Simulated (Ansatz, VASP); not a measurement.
One calculation of CdS, two programs

```
Cd S
1.0
     4.19630    0.00000    0.00000
    -2.09815    3.63410    0.00000
     0.00000    0.00000    6.83042
Cd S
2 2
Cartesian
  0.0000 2.4227 0.0016
  2.0982 1.2114 3.4168
  0.0000 2.4227 2.5735
  2.0982 1.2114 5.9887
```

Alike in both runs: functional PBE; k mesh 9 × 9 × 4; occupations gaussian, width 0.02 eV; no spin polarisation.

Ansatz relaxed the structure, and its values are those at the end. VASP's run is a single point on that final structure, the one shown.

|  | VASP | Ansatz |
| --- | --- | --- |
| version | VASP 6.6.1 | Ansatz 0.2.0 |
| potentials or method | VASP PAW PBE potentials, release 64 (Cd, S) | scalar-relativistic, plane waves, PAW |
| plane-wave cutoff (eV) | 520 | 420 |
| valence electrons in the cell | 36 | 52 |

```tsv
	VASP	Ansatz	Ansatz less VASP
gap on the k mesh at the Fermi level (eV)	1.11	1.11	-0.002
least direct gap on the mesh (eV)	1.11	1.11	-0.002
pressure (GPa)	0.3	0.0	-0.27
```

The functional is the same, so the differences come from potentials, cutoffs and numerics. The two sets of potentials don't hold the same shells in valence.

PBE gaps usually lie below the measured ones, often by a third to a half.
